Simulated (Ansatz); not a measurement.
A calculation with Ansatz 0.2.0 of CdTe (ASE script, Cartesian positions):

The input run.py:

```python
import json

import ase.io
import numpy as np

import ansatz as az

atoms = ase.io.read("CdTe.xyz")

calculation = (
    az.Crystal.from_ase(atoms)
    .calculation()
    .kpoints(7, 7, 7)
    .functional("r2scan")
    .pseudopotentials(kind="paw", partial_waves="polarizable")
    .scf(extra_bands=6)
    .occupations(method="fixed")
    .band_structure(path=(((0.0, 0.0, 0.0), (0.5, 0.0, 0.5), (0.5, 0.25, 0.75), (0.375, 0.375, 0.75), (0.0, 0.0,
        0.0), (0.5, 0.5, 0.5), (0.625, 0.25, 0.625), (0.5, 0.25, 0.75), (0.5, 0.5, 0.5), (0.375, 0.375, 0.75)),
        ((0.625, 0.25, 0.625), (0.5, 0.0, 0.5))), intervals=14)
    .density()
    .potential()
    .output_files(volumetric_format="npy")
    .electron_localization_function()
    .forces()
    .stress()
    .band_table(publish=True)
)
outcome = calculation.run(threads=2, events_out="events.jsonl")

report = outcome.report
for line in open("events.jsonl"):
    event = json.loads(line)
    if event["event"] == "scf_iter":
        d = event["data"]
        print(f"SCF {d['iter']:3d}  HF = {d['harris_foulkes_ev']:.6f} eV  dr2 = {d['dr2_ev']:.2e} eV")
    elif event["event"] in ("relax_step", "md_step"):
        d = event["data"]
        print(f"{event['event']} {d['step']:3d}  E = {d['lagrangian_ev']:.6f} eV")
np.set_printoptions(precision=5, suppress=True, linewidth=110)
print("converged:", report["converged"], "after", report["n_iterations"], "iterations")
print(f"free energy {report['free_energy_ev']:.6f} eV, Fermi level {report['fermi_energy_ev']:.4f} eV")
for key in ("band_edges_ev", "magnetization_mub", "site_moments_mub", "site_moments_nc_mub", "forces_ev_ang",
                "stress_gpa", "kpoints_frac", "eigenvalues_ev"):
    if report.get(key) is not None:
        print(key, np.array(report[key]), sep="\n")
```

CdTe.xyz

```xyz
2
Lattice="0.0000000000 3.2050000000 3.2050000000 3.2050000000 0.0000000000 3.2050000000 3.2050000000 3.2050000000 0.0000000000" Properties=species:S:1:pos:R:3 pbc="T T T"
Te     4.8075000000      4.8075000000      4.8075000000
Cd     0.0000000000      0.0000000000      0.0000000000
```

Potentials or basis: Ansatz PAW polarizable.

Command:

```bash
$ python run.py
```

Problem. Write the same calculation in another form: native input, structure typed inline.

Solution. As run:

Contents of input.yaml:

```yaml
crystal:
  lattice:
    - [0.0, 3.205, 3.205]
    - [3.205, 0.0, 3.205]
    - [3.205, 3.205, 0.0]
  atoms:
    - { symbol: Te, position: [0.75, 0.75, 0.75] }
    - { symbol: Cd, position: [0.0, 0.0, 0.0] }
hamiltonian:
  xc: r2scan
  pseudopotentials: { kind: paw, partial_waves: polarizable }
kpoints:
  mp_grid: { grid: [7, 7, 7] }
  band_path:
    path:
      - [[0.0, 0.0, 0.0], [0.5, 0.0, 0.5], [0.5, 0.25, 0.75], [0.375, 0.375, 0.75], [0.0, 0.0, 0.0], [0.5, 0.5, 0.5], [0.625, 0.25, 0.625], [0.5, 0.25, 0.75], [0.5, 0.5, 0.5], [0.375, 0.375, 0.75]]
      - [[0.625, 0.25, 0.625], [0.5, 0.0, 0.5]]
    npoints: 14
scf:
  occupations: { method: fixed }
  n_extra_bands: 6
output:
  forces: true
  stress: true
  eigenvalues: true
  fatbands: false
  write_density: true
  write_potential: true
  elf: true
  volumetric_format: npy
```

Potentials or basis: Ansatz PAW polarizable.

Command:

```bash
$ ansatz run input.yaml --threads 2 --pin off --max-ram 5120MiB --backend cpu --events-out ev --progress --plain --runs-dir out
```

Both were run:

|  | ASE script, Cartesian positions | native input, structure typed inline |
| --- | --- | --- |
| Pressure | 3.2 GPa | 3.2 GPa |
| Band gap on the k mesh | 1.39 eV, direct | 1.39 eV, direct |
| Band gap along the path | 1.39 eV, direct | 1.39 eV, direct |

Keys that steer only the numerical path or the files written may differ.

Caveat: spin-orbit coupling is left out, which moves the levels of the heavy elements; the PAW data sets come from PBE, with cores solved anew for the run's functional, which leaves a small shift of forces and pressure.
